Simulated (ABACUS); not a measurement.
WS2 under changes of volume

One of the cells (49.592 Å³/atom); the others are scaled copies at fixed shape and fractional positions:

```
CELL_PARAMETERS angstrom
3.18352 0.00000 0.00000
-1.59176 2.75701 0.00000
0.00000 0.00000 16.95058
ATOMIC_POSITIONS crystal
W 0.00000 0.00000 0.00000
S 0.33333 0.66667 0.09200
S 0.33333 0.66667 0.90800
```

```yaml
Program: ABACUS 3.10.1
Functional: PBEsol
Potentials_or_basis: PseudoDojo NC SR 0.4.1 PBEsol standard
Cutoff: 1007 eV
Density_cutoff: 4027 eV
Basis: plane waves
k_mesh: 10 × 10 × 2
Occupations: fermi-dirac, width 0.05 eV
Spin: no spin polarisation
```

| volume (Å³/atom) | energy over the lowest point (meV/atom) | gap on the mesh (eV) | largest force (eV/Å) |
| --- | --- | --- | --- |
| 46.616 | 18.08 | 2.17 | 1.077 |
| 47.608 | ? | ? | ? |
| 48.600 | 0.00 | 2.04 | 0.244 |
| 49.592 | 3.04 | 1.98 | 0.125 |
| 50.583 | 13.02 | 1.93 | 0.467 |
| 51.575 | 29.25 | 1.87 | 0.783 |
| 52.567 | 51.05 | 1.82 | 1.075 |

Question: What does the run at 47.608 Å³/atom give?

Answer: Energy over the lowest point 4.72 meV/atom; gap on the mesh 2.10 eV; largest force 0.644 eV/Å.

Worked out: A Birch-Murnaghan fit of order 3 (a polynomial in V^(-2/3)) to the other rows has its minimum at 48.69 Å³/atom with B0 = V·E''(V) = 61 GPa and B' = 4.4 at fixed shape and positions, which overstates the stiffness. It gives 4.71 meV/atom at 47.608 Å³/atom, against the run's 4.72. A straight line through the other rows of the gap, of slope -2.91 eV per unit of ln V, gives 2.10 eV, against the run's 2.10.

Energies are extrapolated to zero smearing.

Caveats: spin-orbit coupling is left out, which moves the levels of the heavy elements.

A mesh can miss the band edges.
